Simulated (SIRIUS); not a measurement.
Ta: equation of state with LDA

**The experiment to reproduce.**

From “Refinement of the equation of state of tantalum”, 2004, arxiv:cond-mat/0403080, for a bulk crystal of Ta: bulk modulus 194 GPa.

Ta:

```
CELL_PARAMETERS angstrom
-1.65128 1.65128 1.65128
1.65128 -1.65128 1.65128
1.65128 1.65128 -1.65128
ATOMIC_POSITIONS crystal
Ta 0.00000 0.00000 0.00000
```

* Program: SIRIUS 7.12.0
* Task: equation of state
* Functional: LDA
* Potentials or basis: all-electron FP-LAPW
* Cutoff: 170 eV
* Basis: apw+lo standard
* k mesh: 11 × 11 × 11
* Occupations: fermi-dirac, width 0.05 eV
* Spin: no spin polarisation

- Equilibrium volume: 17.19 Å³/atom
- Bulk modulus: 226 GPa
- Pressure derivative of the bulk modulus: 4.3 (rough: it moves with the points fitted)

Energy against volume, from the lowest point:
| volume (Å³/atom) | energy (meV/atom) |
| --- | --- |
| 16.930 | 2.38 |
| 17.290 | 0.00 |
| 17.650 | 7.94 |
| 18.010 | 24.95 |
| 18.371 | 50.48 |
| 18.731 | 83.46 |
| 19.091 | 122.78 |

All runs of the series together: 4.6 min on 1 thread of Arm Neoverse V1, on a shared host.

Measured bulk modulus of Ta: 194 GPa (quoted in “Refinement of the equation of state of tantalum”, 2004, arxiv:cond-mat/0403080). This calculation gives 226 GPa (+16.7 %). The fit is for a static lattice scaled at fixed shape and fixed fractional positions.

The run has no spin-orbit coupling, so splittings on Ta are missing. LDA usually gives volumes a few per cent too small.
